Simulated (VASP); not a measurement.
VASP input:

INCAR:
```
! general
SYSTEM  = LaAlO3
PREC    = Accurate
ENCUT   = 520
LREAL   = .FALSE.
LASPH   = .TRUE.

! electronic loop
EDIFF   = 1E-6   ! SCF stop (eV)
NELM    = 100   ! most electronic steps
ALGO    = Normal   ! blocked Davidson
LMAXMIX = 6

! smearing
ISMEAR  = 0
SIGMA   = 0.05   ! width (eV)

! functional
GGA     = PS

! ions
IBRION  = 2   ! conjugate gradients
NSW     = 60
ISIF    = 3
EDIFFG  = -0.02

! output
LWAVE   = .FALSE.
LCHARG  = .FALSE.
```

**KPOINTS**
```
Automatic mesh
0
Gamma
5 5 5
0 0 0
```

### POSCAR
```
LaAlO3
1
    3.7713465549     0.0000000000     0.0000000000
    0.0000000000     3.7713465549     0.0000000000
   -0.0000000000    -0.0000000000     3.7713465549
La Al O
1 1 3
Direct
  0.0000000000   0.0000000000   0.0000000000
  0.5000000000   0.5000000000   0.5000000000
  0.5000000000   0.0000000000   0.5000000000
  0.0000000000   0.5000000000   0.5000000000
  0.5000000000   0.5000000000   0.0000000000
```

POTCAR, in this order: La Al O (PBE.64 set). Program: vasp_std.

Problem. Translate this PBEsol calculation to Ansatz.

Solution. One equivalent input (not run):
Ansatz 0.2 input:
```yaml
crystal:
  lattice:
    - [3.7713466, 0.0000000, 0.0000000]
    - [0.0000000, 3.7713466, 0.0000000]
    - [0.0000000, 0.0000000, 3.7713466]
  atoms:
    - { symbol: La, position: [0.0000000, 0.0000000, 0.0000000] }
    - { symbol: Al, position: [0.5000000, 0.5000000, 0.5000000] }
    - { symbol: O, position: [0.5000000, 0.0000000, 0.5000000] }
    - { symbol: O, position: [0.0000000, 0.5000000, 0.5000000] }
    - { symbol: O, position: [0.5000000, 0.5000000, 0.0000000] }
kpoints:
  mp_grid: { grid: [5, 5, 5] }
hamiltonian:
  xc: pbesol
  pseudopotentials: { kind: paw }
scf:
  occupations: { method: gaussian, width: 0.05 }
  max_iter: 100
relax:
  max_steps: 60
  f_tol: 0.02
  cell: {}
output: { forces: true, stress: true, eigenvalues: true }
```
Limits of the translation: each code has its own PAW files, so the cut-off isn't converted (ENCUT is set for VASP's; basis.ecutwfc is left out, and Ansatz then takes the one that its files recommend); Ansatz stops its SCF on the density residual and VASP on the energy change (EDIFF).

The compound is LaAlO3 in the cubic perovskite structure, the ideal cubic form; the compound distorts at low or room temperature. It was relaxed first. The start is the result of an earlier pass.
